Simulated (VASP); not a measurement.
# YbH3 (Fm-3m) in VASP: further runs

Runs on YbH3. Level: PBEsol. Tasks: single point.

All numbers are computed with VASP 6.6.1; they aren't measurements. Logs are shortened: lines on timing, memory, paths and dates and some standing lists are left out, and cuts for length are marked.

**1. The crystal as given**

Symmetry: Fm-3m, No. 225, cubic system. The conventional cell has a = 5.002 Å, b = 5.002 Å, c = 5.002 Å, α = 90.00°, β = 90.00°, γ = 90.00°. Yb (site symmetry m-3m) is surrounded by 8 H at 2.17 Å. H (site symmetry m-3m) has 8 H at 2.17 Å as nearest neighbours. H (site symmetry -43m) is surrounded by 4 Yb at 2.17 Å and 4 H at 2.17 Å.

The cell comes from a database or a generator and needn't be the stable form of this composition.

**2. Single point, PBEsol**

INCAR reads:

```
SYSTEM = YbH3
ALGO = Fast
EDIFF = 1E-6
ENCUT = 520
GGA = PS
ISIF = 2
ISMEAR = 0
LASPH = .True.
LCHARG = .False.
LREAL = .False.
LWAVE = .False.
NBANDS = 22
NELM = 100
PREC = Accurate
SIGMA = 0.05
```

KPOINTS reads:

```
k-points
0
Gamma
  10 10 10
  0 0 0
```

POSCAR reads:

```
YbH3
1.0
    0.0000000000      2.5010058521      2.5010058521
    2.5010058521      0.0000000000      2.5010058521
    2.5010058521      2.5010058521      0.0000000000
Yb H
1 3
Direct
    0.0000000000      0.0000000000      0.0000000000
    0.5000000000      0.5000000000      0.5000000000
    0.2500000000      0.2500000000      0.2500000000
    0.7500000000      0.7500000000      0.7500000000
```

Potentials or basis: VASP PAW PBE potentials, release 64 (Yb, H).

Run with:

```console
> cat potpaw_PBE.64/Yb/POTCAR potpaw_PBE.64/H/POTCAR > POTCAR
> mpirun -np 1 vasp_std > vasp.out
```

OUTCAR:

```text
SYSTEM = YbH3
   EDIFF = 1E-6
   ENCUT = 520
   GGA = PS
   ISIF = 2
   ISMEAR = 0
   LASPH = .True.
   LREAL = .False.
   NELM = 100
   PREC = Accurate

 ion  position               nearest neighbor table
   1  0.000  0.000  0.000-   4 2.17   4 2.17   4 2.17   3 2.17   4 2.17   3 2.17   3 2.17   3 2.17

   2  0.500  0.500  0.500-
   3  0.250  0.250  0.250-   1 2.17   1 2.17   1 2.17   1 2.17
   4  0.750  0.750  0.750-   1 2.17   1 2.17   1 2.17   1 2.17

  LATTYP: Found a face centered cubic cell.
 ALAT       =     5.0020117042

  Lattice vectors:

 A1 = (   0.0000000000,   2.5010058521,   2.5010058521)
 A2 = (   2.5010058521,   0.0000000000,   2.5010058521)
 A3 = (   2.5010058521,   2.5010058521,   0.0000000000)

Analysis of symmetry for initial positions (statically):
=====================================================================
 Subroutine PRICEL returns:
 Original cell was already a primitive cell.

 Routine SETGRP: Setting up the symmetry group for a
 face centered cubic supercell.

 Subroutine GETGRP returns: Found 48 space group operations
 (whereof 48 operations were pure point group operations)
 out of a pool of 48 trial point group operations.

The static configuration has the point symmetry O_h .

Analysis of symmetry for dynamics (positions and initial velocities):
=====================================================================
 Subroutine PRICEL returns:
 Original cell was already a primitive cell.

 Routine SETGRP: Setting up the symmetry group for a
 face centered cubic supercell.

 Subroutine GETGRP returns: Found 48 space group operations
 (whereof 48 operations were pure point group operations)
 out of a pool of 48 trial point group operations.

The dynamic configuration has the point symmetry O_h .

 Subroutine INISYM returns: Found 48 space group operations
 (whereof 48 operations are pure point group operations),
 and found     1 'primitive' translations

----------------------------------------------------------------------------------------

                                     Primitive cell

  volume of cell :      31.2877

  direct lattice vectors                    reciprocal lattice vectors
[... 83 lines left out ...]
   ISTART =      0    job   : 0-new  1-cont  2-samecut
   ICHARG =      2    charge: 1-file 2-atom 10-const
   ISPIN  =      1    spin polarized calculation?
   LNONCOLLINEAR =      F non collinear calculations
   LSORBIT =      F    spin-orbit coupling
   LASPH  =      T    aspherical Exc in radial PAW
   ENCUT  =  520.0 eV  38.22 Ry    6.18 a.u.   6.58  6.58  6.58*2*pi/ulx,y,z
   NELM   =    100;   NELMIN=  2; NELMDL= -5     # of ELM steps
   EDIFF  = 0.1E-05   stopping-criterion for ELM
   LREAL  =      F    real-space projection
   EDIFFG = 0.1E-04   stopping-criterion for IOM
   NSW    =      0    number of steps for IOM
   IBRION =     -1    ionic relax: 0-MD 1-quasi-New 2-CG
   NFREE  =      0    steps in history (QN), initial steepest desc. (CG)
   ISIF   =      2    stress and relaxation
   ISYM   =      2    0-nonsym 1-usesym 2-fastsym
   POTIM  = 0.5000    time-step for ionic-motion
   TEBEG  =    0.0;   TEEND  =   0.0 temperature during run
   PSTRESS=    0.0 pullay stress
   NELECT =      27.0000    total number of electrons
   NUPDOWN=      -1.0000    fix difference up-down
   EMIN   =  10.00;   EMAX   =-10.00  energy-range for DOS
   EFERMI =   0.00;   METHOD = LEGACY
   ISMEAR =     0;   SIGMA  =   0.05  broadening in eV -4-tet -1-fermi 0-gaus
   EFERMI_NEDOS =   21; number of points for ismear=-14 and -15
   IALGO  =     68    algorithm
   IMIX   =      4    mixing-type and parameters
     AMIX     =   0.40;   BMIX     =  1.00
     AMIX_MAG =   1.60;   BMIX_MAG =  1.00
  volume/ion in A,a.u.               =       7.82        52.79
  Fermi-wavevector in a.u.,A,eV,Ry     =   1.558612  2.945350 33.052248  2.429272
  Thomas-Fermi vector in A             =   2.662091
   LORBIT       =      0    0 simple, 1 ext, 2 COOP (PROOUT), +10 PAW based schemes
   GGA     = PS    functional components
   LHFCALC =     F    Hartree Fock is set to
   AEXX    =    0.0000 exact exchange contribution
   IVDW    =     0    specifies the selected vdW correction
   LEPSILON=     F    determine dielectric tensor
   LRPA    =     F    only Hartree local field effects (RPA)
 non-spin polarized calculation
 RMM-DIIS sequential band-by-band and
 Gauss-broadening in eV      SIGMA  =   0.05
  energy-cutoff  :      520.00
  volume of cell :       31.29
 maximum number of plane-waves:       869
 NGX is ok and might be reduce to    28
   NGX = 13   NGY = 13   NGZ = 13

 number of electron      27.0000010 magnetization

 Free energy of the ion-electron system (eV)
  ---------------------------------------------------
  ext. energy  EPLUGINS =         0.00000000
  ---------------------------------------------------
  free energy    TOTEN  =       -15.76879390 eV

  energy without entropy =      -15.76642152  energy(sigma->0) =      -15.76760771

 E-fermi :   1.9571     XC(G=0): -11.6729

 val. band max:        1.9404945276   @ k =   0.4000   0.3000   0.1000
 cond. band min:       1.9919646516   @ k =  -0.4000   0.2000   0.1000
 fundamental gap:      0.0514701239
 Fermi energy:         1.9571484961

 k-point     1 :       0.0000    0.0000    0.0000
  band No.  band energies     occupation
      1     -49.0430      2.00000
      2     -21.0101      2.00000
      3     -21.0101      2.00000
      4     -21.0101      2.00000
      5      -7.2895      2.00000
      6       0.3622      2.00000
[... 589 lines left out ...]
     21      13.1034      0.00000
     22      14.2468      0.00000

 [... further k-points ...]
[... 5 lines left out ...]
  --------------------------------------------------------------------------------------
  -------------------------------------------------------------------------------------
  Total        0.0057407      0.0057407      0.0057407     -0.0000000      0.0000000     -0.0000000
  in kB        0.2939676      0.2939676      0.2939676     -0.0000000      0.0000000     -0.0000000
  external PRESSURE =       0.2939676 kB  Pullay stress =       0.0000000 kB

 VOLUME and BASIS-vectors are now :
 -----------------------------------------------------------------------------
  energy-cutoff  :      520.00
  volume of cell :       31.29
      direct lattice vectors                 reciprocal lattice vectors
     0.000000000  2.501005852  2.501005852    -0.199919564  0.199919564  0.199919564
     2.501005852  0.000000000  2.501005852     0.199919564 -0.199919564  0.199919564
     2.501005852  2.501005852  0.000000000     0.199919564  0.199919564 -0.199919564

 POSITION                                       TOTAL-FORCE (eV/Angst)
 -----------------------------------------------------------------------------------
      0.00000      0.00000      0.00000         0.000000     -0.000000      0.000000
      2.50101      2.50101      2.50101         0.000000     -0.000000      0.000000
      1.25050      1.25050      1.25050        -0.000000     -0.000000     -0.000000
      3.75151      3.75151      3.75151         0.000000      0.000000      0.000000
 -----------------------------------------------------------------------------------
    total drift:                               -0.000000     -0.000000      0.000000

  FREE ENERGIE OF THE ION-ELECTRON SYSTEM (eV)
  ---------------------------------------------------
  free  energy   TOTEN  =       -15.7687939036 eV

  energy  without entropy=      -15.7664215207  energy(sigma->0) =      -15.76760771
```

Wall time 60 s (1 thread of Intel Xeon 6975P-C (Granite Rapids), shared host); peak memory 0.19 GiB.

What came out:

```
Free energy            : -15.7688 eV
Pressure               : 0.0 GPa
Band gap on the k mesh : none (metal or under the smearing width)
```

Levels at points of the mesh, in eV from the Fermi level:
```csv
k point,band 9,band 10,band 11,band 12,band 13,band 14,band 15,band 16,band 17,band 18
"(0.00, 0.00, 0.00)",-0.50,-0.33,-0.33,-0.33,1.57,2.96,2.96,2.96,3.08,6.01
"(0.50, 0.00, 0.00)",-0.47,-0.38,-0.38,-0.36,-0.33,1.54,2.67,2.67,7.75,7.75
"(0.50, 0.50, 0.00)",-0.46,-0.45,-0.40,-0.40,-0.39,-0.25,7.39,7.39,7.98,8.08
```

Caveat: the PAW data sets were made with another functional, which shifts forces and pressure a little; without U or exact exchange the open f shell lies at the Fermi level, which spoils levels, moments and volumes. Spin polarisation is off, so any magnetic state and its effect on volume and gap are missing.

(Continued in part 2 of 3.)
